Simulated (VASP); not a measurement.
# CdS (Greenockite) (P6_3mc) in VASP: a series of runs, part 2 of 3

VASP 6.6.1. Earlier steps stand in the parts before.

### 3 Single point, r2SCAN

This run uses another cell than the first one, of 25.40 Å³/atom, 1.011 times its volume.

Contents of POSCAR:

```
CdS
1.0
    4.1638355892      0.0000000000      0.0000000000
   -2.0819177946      3.6059873975      0.0000000000
    0.0000000000      0.0000000000      6.7660831816
Cd S
2 2
Direct
    0.3333333333      0.6666666667     -0.0009655211
    0.6666666667      0.3333333333      0.4990344789
    0.3333333333      0.6666666667      0.3759655211
    0.6666666667      0.3333333333      0.8759655211
```

Contents of INCAR.step1:

```
PREC = Accurate ; ENCUT = 520
ISMEAR = 0 ; SIGMA = 0.02
LREAL = False ; LASPH = True
NELM = 100 ; NBANDS = 26
GGA = PE ; ALGO = Normal
EDIFF = 1E-4 ; LWAVE = True
LCHARG = False
```

Contents of INCAR.step2:

```
PREC = Accurate ; ENCUT = 520
EDIFF = 1E-6 ; ISMEAR = 0
SIGMA = 0.02 ; LREAL = False
LASPH = True ; NELM = 100
ALGO = Normal ; ISIF = 2
LWAVE = False ; LCHARG = False
METAGGA = R2SCAN ; LMIXTAU = True
NBANDS = 26 ; ISTART = 1
```

Contents of KPOINTS:

```
regular mesh
0
Gamma
  9 9 4
```

Potentials or basis: VASP PAW PBE potentials, release 64 (Cd, S).

Run with:

```sh
cat potpaw_PBE.64/Cd/POTCAR potpaw_PBE.64/S/POTCAR > POTCAR
cp INCAR.step1 INCAR
mpirun -np 1 vasp_std > vasp.out
cp INCAR.step2 INCAR
mpirun -np 1 vasp_std > vasp.out
```

OUTCAR:

```text
PREC = Accurate
   ENCUT = 520
   EDIFF = 1E-6
   ISMEAR = 0
   LREAL = False
   LASPH = True
   NELM = 100
   ISIF = 2
   METAGGA = R2SCAN
   ISTART = 1

 ion  position               nearest neighbor table
   1  0.333  0.667  0.999-   4 2.54   4 2.54   4 2.54   3 2.55
   2  0.667  0.333  0.499-   3 2.54   3 2.54   3 2.54   4 2.55
   3  0.333  0.667  0.376-   2 2.54   2 2.54   2 2.54   1 2.55
   4  0.667  0.333  0.876-   1 2.54   1 2.54   1 2.54   2 2.55

  LATTYP: Found a hexagonal cell.
 ALAT       =     4.1638355892
 C/A-ratio  =     1.6249640594

  Lattice vectors:

 A1 = (   4.1638355892,   0.0000000000,   0.0000000000)
 A2 = (  -2.0819177946,   3.6059873975,   0.0000000000)
 A3 = (   0.0000000000,   0.0000000000,   6.7660831816)

Analysis of symmetry for initial positions (statically):
=====================================================================
 Subroutine PRICEL returns:
 Original cell was already a primitive cell.

 Routine SETGRP: Setting up the symmetry group for a
 hexagonal supercell.

 Subroutine GETGRP returns: Found 12 space group operations
 (whereof  6 operations were pure point group operations)
 out of a pool of 24 trial point group operations.

The static configuration has the point symmetry C_3v.
 The point group associated with its full space group is C_6v.

Analysis of symmetry for dynamics (positions and initial velocities):
=====================================================================
 Subroutine PRICEL returns:
 Original cell was already a primitive cell.

 Routine SETGRP: Setting up the symmetry group for a
 hexagonal supercell.

 Subroutine GETGRP returns: Found 12 space group operations
 (whereof  6 operations were pure point group operations)
 out of a pool of 24 trial point group operations.

The dynamic configuration has the point symmetry C_3v.
 The point group associated with its full space group is C_6v.

 Subroutine INISYM returns: Found 12 space group operations
 (whereof  6 operations are pure point group operations),
 and found     1 'primitive' translations

----------------------------------------------------------------------------------------

                                     Primitive cell

  volume of cell :     101.5910

  direct lattice vectors                    reciprocal lattice vectors
     4.163835589  0.000000000  0.000000000     0.240163181  0.138658277  0.000000000
    -2.081917795  3.605987397  0.000000000     0.000000000  0.277316554  0.000000000
     0.000000000  0.000000000  6.766083182     0.000000000  0.000000000  0.147795996

  length of vectors
     4.163835589  4.163835589  6.766083182     0.277316554  0.277316554  0.147795996

  position of ions in fractional coordinates (direct lattice)
     0.333333333  0.666666667  0.999034479
     0.666666667  0.333333333  0.499034479
     0.333333333  0.666666667  0.375965521
     0.666666667  0.333333333  0.875965521

  ion indices of the primitive-cell ions
   primitive index   ion index
                 1           1
                 2           2
                 3           3
                 4           4

----------------------------------------------------------------------------------------

 KPOINTS: regular mesh

Automatic generation of k-mesh.
 Grid dimensions read from file:
 generate k-points for:    9    9    4

 Generating k-lattice:

  Cartesian coordinates                     Fractional coordinates (reciprocal lattice)
     0.026684798  0.015406475  0.000000000     0.111111111  0.000000000  0.000000000
     0.000000000  0.030812950  0.000000000     0.000000000  0.111111111  0.000000000
     0.000000000  0.000000000  0.036948999     0.000000000  0.000000000  0.250000000

  Length of vectors
     0.030812950  0.030812950  0.036948999

  Shift w.r.t. Gamma in fractional coordinates (k-lattice)
     0.000000000  0.000000000  0.000000000

 Subroutine IBZKPT returns following result:
 ===========================================

 Found     36 irreducible k-points:

 Following reciprocal coordinates:
            Coordinates               Weight
  0.000000  0.000000  0.000000      1.000000
  0.111111 -0.000000  0.000000      6.000000
  0.222222 -0.000000  0.000000      6.000000
  0.333333 -0.000000  0.000000      6.000000
  0.444444 -0.000000  0.000000      6.000000
  0.111111  0.111111  0.000000      6.000000
[... 16 lines left out ...]
  0.333333  0.222222  0.250000     24.000000
  0.333333  0.333333  0.250000      4.000000
 [... further k-points ...]
   k-points           NKPTS =     36   k-points in BZ     NKDIM =     36   number of bands    NBANDS=     26
   number of dos      NEDOS =    301   number of ions     NIONS =      4
   total plane-waves  NPLWV =  51200
   dimension x,y,z NGX =    32 NGY =   32 NGZ =   50
   dimension x,y,z NGXF=    64 NGYF=   64 NGZF=  100
   ions per type =               2   2
   NGX,Y,Z   is equivalent  to a cutoff of  12.78, 12.78, 12.29 a.u.
   NGXF,Y,Z  is equivalent  to a cutoff of  25.55, 25.55, 24.57 a.u.
 SYSTEM =  unknown system
   PREC   = accura    normal or accurate (medium, high low for compatibility)
   ISTART =      1    job   : 0-new  1-cont  2-samecut
   ICHARG =      0    charge: 1-file 2-atom 10-const
   ISPIN  =      1    spin polarized calculation?
   LNONCOLLINEAR =      F non collinear calculations
   LSORBIT =      F    spin-orbit coupling
   LASPH  =      T    aspherical Exc in radial PAW
   ENCUT  =  520.0 eV  38.22 Ry    6.18 a.u.   7.74  7.74 12.58*2*pi/ulx,y,z
   NELM   =    100;   NELMIN=  2; NELMDL=  0     # of ELM steps
   EDIFF  = 0.1E-05   stopping-criterion for ELM
   LREAL  =      F    real-space projection
   EDIFFG = 0.1E-04   stopping-criterion for IOM
   NSW    =      0    number of steps for IOM
   IBRION =     -1    ionic relax: 0-MD 1-quasi-New 2-CG
   NFREE  =      0    steps in history (QN), initial steepest desc. (CG)
   ISIF   =      2    stress and relaxation
   ISYM   =      2    0-nonsym 1-usesym 2-fastsym
   POTIM  = 0.5000    time-step for ionic-motion
   TEBEG  =    0.0;   TEEND  =   0.0 temperature during run
   PSTRESS=    0.0 pullay stress
   NELECT =      36.0000    total number of electrons
   NUPDOWN=      -1.0000    fix difference up-down
   EMIN   =  10.00;   EMAX   =-10.00  energy-range for DOS
   EFERMI =   0.00;   METHOD = LEGACY
   ISMEAR =     0;   SIGMA  =   0.02  broadening in eV -4-tet -1-fermi 0-gaus
   EFERMI_NEDOS =   21; number of points for ismear=-14 and -15
   IALGO  =     38    algorithm
   IMIX   =      4    mixing-type and parameters
     AMIX     =   0.40;   BMIX     =  1.00
     AMIX_MAG =   1.60;   BMIX_MAG =  1.00
  volume/ion in A,a.u.               =      25.40       171.39
  Fermi-wavevector in a.u.,A,eV,Ry     =   1.158486  2.189220 18.260227  1.342089
  Thomas-Fermi vector in A             =   2.295087
   LORBIT       =      0    0 simple, 1 ext, 2 COOP (PROOUT), +10 PAW based schemes
   METAGGA = R2SCAN    functional components
   LHFCALC =     F    Hartree Fock is set to
   AEXX    =    0.0000 exact exchange contribution
   IVDW    =     0    specifies the selected vdW correction
   LEPSILON=     F    determine dielectric tensor
   LRPA    =     F    only Hartree local field effects (RPA)
 non-spin polarized calculation
 Gauss-broadening in eV      SIGMA  =   0.02
  energy-cutoff  :      520.00
  volume of cell :      101.59
 maximum number of plane-waves:      2786
 NGX is ok and might be reduce to    32
   NGX = 15   NGY = 15   NGZ = 25

 number of electron      35.9999998 magnetization

 Free energy of the ion-electron system (eV)
  ---------------------------------------------------
  ext. energy  EPLUGINS =         0.00000000
  ---------------------------------------------------
  free energy    TOTEN  =       -59.38242603 eV

  energy without entropy =      -59.38242603  energy(sigma->0) =      -59.38242603

 E-fermi :   0.9324     XC(G=0):  -9.6108

 val. band max:        0.8467125705   @ k =   0.0000   0.0000   0.0000
 cond. band min:       2.4742651503   @ k =   0.0000   0.0000   0.0000
 fundamental gap:      1.6275525799
 Fermi energy:         0.9324090756

 k-point     1 :       0.0000    0.0000    0.0000
  band No.  band energies     occupation
      1     -11.8842      2.00000
      2     -11.4702      2.00000
      3      -7.0141      2.00000
      4      -7.0095      2.00000
      5      -7.0095      2.00000
      6      -6.9231      2.00000
[... 18 lines left out ...]
     25       8.9679      0.00000
     26       8.9679      0.00000
[... 644 lines left out ...]
      4      -6.7964      2.00000
      5      -6.7964      2.00000
      6      -6.7242      2.00000
[... 18 lines left out ...]
     25      10.6107      0.00000
     26      10.9201      0.00000

 [... further k-points ...]
[... 5 lines left out ...]
  --------------------------------------------------------------------------------------
  -------------------------------------------------------------------------------------
  Total        0.1998040      0.1998040      0.2024905      0.0000000      0.0000000      0.0000000
  in kB        3.1510823      3.1510823      3.1934502      0.0000000      0.0000000      0.0000000
  external PRESSURE =       3.1652049 kB  Pullay stress =       0.0000000 kB

 VOLUME and BASIS-vectors are now :
 -----------------------------------------------------------------------------
  energy-cutoff  :      520.00
  volume of cell :      101.59
      direct lattice vectors                 reciprocal lattice vectors
     4.163835589  0.000000000  0.000000000     0.240163181  0.138658277  0.000000000
    -2.081917795  3.605987397  0.000000000     0.000000000  0.277316554  0.000000000
     0.000000000  0.000000000  6.766083182     0.000000000  0.000000000  0.147795996

 POSITION                                       TOTAL-FORCE (eV/Angst)
 -----------------------------------------------------------------------------------
     -0.00000      2.40399      6.75955         0.000000      0.000000     -0.000075
      2.08192      1.20200      3.37651        -0.000000     -0.000000     -0.000075
     -0.00000      2.40399      2.54381         0.000000      0.000000      0.000075
      2.08192      1.20200      5.92686         0.000000      0.000000      0.000075
 -----------------------------------------------------------------------------------
    total drift:                               -0.000000     -0.000000     -0.007688

  FREE ENERGIE OF THE ION-ELECTRON SYSTEM (eV)
  ---------------------------------------------------
  free  energy   TOTEN  =       -59.3824260297 eV

  energy  without entropy=      -59.3824260297  energy(sigma->0) =      -59.38242603
```

It took 2.5 min on 1 thread of Intel Xeon Platinum 8559C (Emerald Rapids), shared host; peak memory 0.27 GiB.

What came out:

```yaml
Free_energy: -59.3824 eV
Pressure: 0.3 GPa
Band_gap_on_the_k_mesh: 1.63 eV, direct
```

Caveat: the PAW data sets were made with another functional, which shifts forces and pressure a little.

(Continued in part 3 of 3.)
